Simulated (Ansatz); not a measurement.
Input and command of a calculation in Ansatz (plane waves; scalar-relativistic PAW potentials unless the input names others):

```yaml
crystal:
  lattice:
    - [-2.6421106451, 4.4564988356, 4.5532153173]
    - [2.6421106451, -4.4564988356, 4.5532153173]
    - [2.6421106451, 4.4564988356, -4.5532153173]
  atoms:
    - { symbol: Si, position: [0.905599951, 0.8367614208, 0.0688385302] }
    - { symbol: Si, position: [0.7320771094, 0.1632385792, 0.5688385302] }
    - { symbol: Si, position: [0.094400049, 0.1632385792, 0.9311614698] }
    - { symbol: Si, position: [0.2679228906, 0.8367614208, 0.4311614698] }
    - { symbol: O, position: [0.0976033164, 0.8476033164, 0.25] }
    - { symbol: O, position: [0.9023966836, 0.1523966836, 0.75] }
    - { symbol: O, position: [0.7606042142, 0.5, 0.7606042142] }
    - { symbol: O, position: [0.2393957858, 0.0, 0.7393957858] }
    - { symbol: O, position: [0.2393957858, 0.5, 0.2393957858] }
    - { symbol: O, position: [0.7606042142, 0.0, 0.2606042142] }
    - { symbol: O, position: [0.0, 0.0, 0.0] }
    - { symbol: O, position: [0.5, 0.0, 0.5] }
basis:
  ecutwfc: 420
kpoints:
  mp_grid: { grid: [6, 6, 6] }
hamiltonian:
  xc: pbe
scf:
  max_iter: 75
output:
  forces: true
  eigenvalues: true
  stress: true
```

```bash
ansatz run input.yaml --threads 2 --pin off --max-ram 5120MiB --backend cpu --events-out ev --progress --plain --runs-dir out
```

What is wrong with this input?

The program refuses it, because of no occupation method (scf.occupations: {"method": "gaussian", "width": 0.02} → not typed). With the sound run's settings it is accepted.

Abridged log:
```
Error: YAML parse error: `scf.occupations.method` is required: fixed only where the cell keeps a band gap throughout the run, explicit beside scf.occupations.values (under evaluate: without them), else a smearing such as fermi_dirac (scf.occupations.width is optional; its entry in the input reference gives the default)
```